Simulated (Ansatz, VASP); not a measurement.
**Two plane-wave programs on As**

```
As
1.0
     1.89144    1.09202    3.37139
    -1.89144    1.09202    3.37139
     0.00000   -2.18404    3.37139
As
2
Direct
  0.76971 0.76971 0.76971
  0.23029 0.23029 0.23029
```

Alike in both runs: functional PBE; dispersion D3(BJ); k mesh 15 × 15 × 15; occupations gaussian, width 0.1 eV; no spin polarisation.

Ansatz relaxed the structure, and its values are those at the end. VASP's run is a single point on that final structure, the one shown.

```csv
,VASP,Ansatz
version,VASP 6.6.1,Ansatz 0.2.0
potentials or method,"VASP PAW PBE potentials, release 64 (As)","scalar-relativistic, plane waves, PAW"
plane-wave cutoff (eV),520,420
valence electrons in the cell,10,30
```

|  | VASP | Ansatz | Ansatz less VASP |
| --- | --- | --- | --- |
| gap on the k mesh at the Fermi level (eV) | none | none | - |
| pressure (GPa) | 0.3 | 0.0 | -0.30 |
| rms of the force components (eV/Å) | 0.030 | 0.002 | -0.0283 |

A gap of «none» marks a metal or a gap that the smearing closes. The two sets of potentials don't hold the same shells in valence.

Caveats: pairwise dispersion overbinds metals, which lowers pressure and volume.
